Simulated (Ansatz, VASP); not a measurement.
## One calculation of CdF2, two programs

```
CELL_PARAMETERS angstrom
0.00000 2.69400 2.69400
2.69400 0.00000 2.69400
2.69400 2.69400 0.00000
ATOMIC_POSITIONS crystal
Cd 0.00000 0.00000 0.00000
F 0.75000 0.75000 0.75000
F 0.25000 0.25000 0.25000
```

Alike in both runs: task relaxation of cell and atoms; functional PBEsol; k mesh 9 × 9 × 9; occupations fermi-dirac, width 0.05 eV; no spin polarisation.

|  | VASP | Ansatz |
| --- | --- | --- |
| version | VASP 6.6.1 | Ansatz 0.2.0 |
| potentials or method | VASP PAW PBE potentials, release 64 (Cd, F) | Ansatz PAW |
| plane-wave cutoff (eV) | 600 | 420 |
| valence electrons in the cell | 26 | 34 |

|  | VASP | Ansatz | Ansatz less VASP |
| --- | --- | --- | --- |
| gap on the k mesh at the Fermi level, each at its own relaxed structure (eV) | 2.92 | 2.97 | +0.049 |
| relaxed volume (Å³/atom) | 13.08 | 13.01 | -0.070 |
| relaxed cell length with the largest relative difference (Å) | 3.814 | 3.807 | -0.0069 |

The two sets of potentials don't hold the same shells in valence.

Caveats: the PAW data sets were made with another functional, which shifts forces and pressure a little (VASP); an odd mesh through Γ misses points on the zone boundary, where band edges often lie (VASP); odd divisions of the mesh miss points on the zone boundary, where band edges often lie, so the gap on the mesh can be too wide (Ansatz); the plane-wave basis is chosen anew once the cell has moved, so the energies of steps on either side of that aren't comparable (Ansatz); the pressure holds a Pulay correction of +0.7 GPa for the finite cutoff (Ansatz); the PAW data sets come from PBE, with cores solved anew for the run's functional, which leaves a small shift of forces and pressure (Ansatz). Zero-point motion and thermal expansion aren't in these numbers.
